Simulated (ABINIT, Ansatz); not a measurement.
Given: the input of a run of ABINIT 10.8.3 (patched build) on NbP. The cell is a database's computed one, not the measured one.

run.abi

```
# Pseudopotentials
pp_dirpath "./"
pseudos "Nb.GGA_PBE-JTH.xml, P.GGA_PBE-JTH.xml"

# Structure
acell 6.209635874 6.209635874 6.209635874 Angstrom
rprim
    -0.2697297053     0.2697297053     0.9243872414
     0.2697297053    -0.2697297053     0.9243872414
     0.2697297053     0.2697297053    -0.9243872414
ntypat 2
znucl 41 15
natom 4
typat 1 1 2 2
xcart
     3.1651462306     0.0000000000     5.4210302089
     0.0000000000     0.0000000000    10.8446463980
     0.0000000000     3.1651462306     7.2187847690
     0.0000000000     0.0000000000     1.7951685799

# Plane-wave basis
ecut 544.227725 eV
pawecutdg 40.0
pawxcdev 0

# k points
kptopt 1
ngkpt 11 11 11
nshiftk 1
shiftk 0.0 0.0 0.0

# Exchange and correlation
ixc -116133

# Bands and occupations
nband 22
occopt 3
tsmear 0.00183747

# SCF cycle
nstep 100
tolvrs 1.0e-9

# Output
iomode 3
prtwf 0
prtden 0
prteig 0
prtebands 0
enunit 2
```

Potentials or basis: JTH PAW PBE v2.0.

Run with:

```console
$ abinit run.abi > log 2>&1
```

Question: Translate it to Ansatz 0.2.0. Potentials or basis there: all-electron LAPW, scalar-relativistic.

Answer: As run (cutoffs and basis follow the program's own potentials, and thresholds, step limits or extra output files can differ):

File input.yaml:

```yaml
crystal:
  lattice:
    - [-1.6749232544, 1.6749232544, 5.7401081759]
    - [1.6749232544, -1.6749232544, 5.7401081759]
    - [1.6749232544, 1.6749232544, -5.7401081759]
  atoms:
    - { symbol: Nb, position: [0.2498808, 0.7498808, 0.5] }
    - { symbol: Nb, position: [0.4998808, 0.4998808, 0.0] }
    - { symbol: P, position: [0.83274777, 0.33274777, 0.5] }
    - { symbol: P, position: [0.08274777, 0.08274777, 0.0] }
kpoints:
  mp_grid: { grid: [11, 11, 11] }
scf:
  occupations: { method: fermi_dirac, width: 0.05 }
hamiltonian:
  xc: pbesol
  pseudopotentials: { kind: all_electron, lapw: { basis_error: 0.001 } }
output:
  forces: true
  stress: true
  eigenvalues: true
  populations: true
```

Potentials or basis: all-electron LAPW, scalar-relativistic.

Run with:

```sh
$ ansatz run input.yaml --threads 2 --pin off --max-ram 8192MiB --backend cpu --events-out ev --progress --plain --runs-dir out
```

Both were run:

|  | ABINIT | Ansatz |
| --- | --- | --- |
| Pressure | -6.6 GPa | -6.4 GPa |

ABINIT's potentials were made for PBE.

Where Ansatz's input types no cutoff or centring, it takes its own default and a Γ-centred mesh.

Pressure is positive in compression.
